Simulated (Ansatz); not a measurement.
# WC: the order of phases at one pressure

Which of rocksalt, CsCl, WC, NiAs, zincblende has the lowest enthalpy for WC at one common pressure? Methods of the runs shown: LAPW. Companion runs by PAW are cited.

Method: DFT, PBE, all-electron LAPW, scalar-relativistic, in Ansatz 0.2.0.

## (1) The system as given

The structure is cubic, space group Fm-3m (No. 225). Conventional cell: a = 4.380 Å, b = 4.380 Å, c = 4.380 Å, α = 90.00°, β = 90.00°, γ = 90.00°. W (site symmetry m-3m) is surrounded by 6 C at 2.19 Å. Around C (site symmetry m-3m) lie 6 W at 2.19 Å.

Structure file:

```cif
data_structure
_symmetry_space_group_name_H-M 'P 1'
_symmetry_Int_Tables_number 1
_cell_length_a 3.0974
_cell_length_b 3.0974
_cell_length_c 3.0974
_cell_angle_alpha 60.000
_cell_angle_beta 60.000
_cell_angle_gamma 60.000
_cell_volume 21.01
loop_
_atom_site_label
_atom_site_type_symbol
_atom_site_fract_x
_atom_site_fract_y
_atom_site_fract_z
_atom_site_occupancy
W1 W 0.00000 0.00000 0.00000 1
C1 C 0.50000 0.50000 0.50000 1
```

Atoms are numbered in the order of the input: W1, C2.

## (2) Rocksalt relaxed under pressure, LAPW

The input, input.yaml:

```yaml
crystal:
  lattice:
    - [0.0, 2.1901585499, 2.1901585499]
    - [2.1901585499, 0.0, 2.1901585499]
    - [2.1901585499, 2.1901585499, 0.0]
  atoms:
    - { symbol: W, position: [0.0, 0.0, 0.0] }
    - { symbol: C, position: [0.5, 0.5, 0.5] }
kpoints:
  mp_grid: { grid: [15, 15, 15] }
scf:
  occupations: { method: fermi_dirac, width: 0.08 }
hamiltonian:
  xc: pbe
  pseudopotentials: { kind: all_electron, lapw: { basis_error: 0.0005 } }
output:
  forces: true
  stress: true
  eigenvalues: true
relax:
  f_tol: 0.005
  max_steps: 12
  cell: { p_target: -0.037, stress_tol: 0.03 }
```

Started as:

```sh
> ansatz run input.yaml --threads 1 --pin off --max-ram 3584MiB --backend cpu --events-out ev --progress --plain --runs-dir out
```

The runs that follow: CsCl relaxed under pressure, LAPW; WC relaxed under pressure, LAPW; NiAs at the cell that PAW relaxed, LAPW; Zincblende relaxed under pressure, LAPW.

Before running it: what results should come out? Wanted: pressure; lowest (for each run or level that gives them).

**Answer**, as computed:

| quantity | value |
| --- | --- |
| pressure | -0.037 GPa |
| lowest (LAPW) | WC, 201.7 meV/atom under NiAs |
| lowest (PAW) | WC, 202.2 meV/atom under NiAs |

In words: By LAPW the order is WC < NiAs < rocksalt < zincblende < CsCl. By PAW the order is WC < NiAs < rocksalt < zincblende < CsCl. The methods agree on the lowest phase. Only these structures were tried, with electrons smeared by 0.08 eV and without vibrations, so the true ground state may be another. The k meshes differ between phases and weren't tested, which can move differences by some meV. Spin-orbit coupling is left out, though the cell holds W; in elements this heavy it can shift bands and gaps by tenths of an eV.
